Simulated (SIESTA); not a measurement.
## A worked fit of the energy of slabs against their depth, with one run withheld: a (100) slab of Li3N (cut from a parent of space group no. 191; 12 atoms in the cell)

```
CELL_PARAMETERS angstrom
      3.63175     0.00000     0.00000
      0.00000     3.85065     0.00000
      0.00000     0.00000    22.38711
ATOMIC_POSITIONS crystal
  Li 0.00000 0.00000 0.31268
  Li 0.00000 0.00000 0.40634
  Li 0.50000 0.50000 0.35951
  N  0.50000 0.00000 0.35951
  Li 0.50000 0.00000 0.45317
  Li 0.50000 0.00000 0.54683
  Li 0.00000 0.50000 0.50000
  N  0.00000 0.00000 0.50000
  Li 0.00000 0.00000 0.59366
  Li 0.00000 0.00000 0.68732
  Li 0.50000 0.50000 0.64049
  N  0.50000 0.00000 0.64049
```
(The smallest cell of the table.)

Level of theory: GGA PBE, numerical atomic orbitals DZP, PseudoDojo PBE standard norm-conserving potentials (rewritten from UPF to PSML) in SIESTA 5.4.2.

Base settings: XC.functional = GGA; XC.authors = PBE; potentials = PseudoDojo PBE standard; PAO.BasisSize = DZP; PAO.EnergyShift = 0.01 Ry; MeshCutoff = 350 Ry; kgrid.MonkhorstPack = 3 3 1; OccupationFunction = FD; ElectronicTemperature = 0.01 eV; PAO.Polarization.NonPerturbative = true.

The starting cell has typed, rounded lattice constants, without a prior relaxation at this level. The slab is cut from that crystal, and its faces are unrelaxed. Its lattice was rescaled by up to half a per cent. Spin polarisation is off, though cut faces can carry moments; a gap of a slab can lie between surface states. Values carry the incompleteness of an atom-centred basis.

Deep slabs follow E = 2Aγ + N·e, so a straight line through E against N gives the surface energy without a separate bulk run; a round N·e is taken off to keep the numbers short. The area A is 13.985 Å².

| atoms N | E − N·(-217.773 eV) (eV) |
|---|---|
| 12 | 0.7475 |
| 16 | 0.6215 |
| 20 | 0.4972 |
| 24 | ? |
| 28 | 0.2501 |
| 36 | 0.0032 |

Q: Fit the line to the 5 rows given and predict the withheld one.

A: Means: x̄ = 22.400, ȳ = 0.42390. Σ(x − x̄)(y − ȳ) = -11.50 and Σ(x − x̄)² = 371.2, so b = -0.03098 and a = ȳ − b·x̄ = 1.1179; γ = a/2A = 0.640 J/m² (unrelaxed) and e = -217.8040 eV per atom. The largest residual of the fitted rows is 0.0014. At x = 24 the line gives 0.3744 eV. The run gave 0.3733 eV, a miss of 0.0011 eV. The table is a window of a longer ladder. The rows were chosen because the form fits them, the withheld one included, so this shows the method and is no test of the form.

Left out of this page: 2 runs of the series outside the window shown, repeating another row's setting, or not comparable.
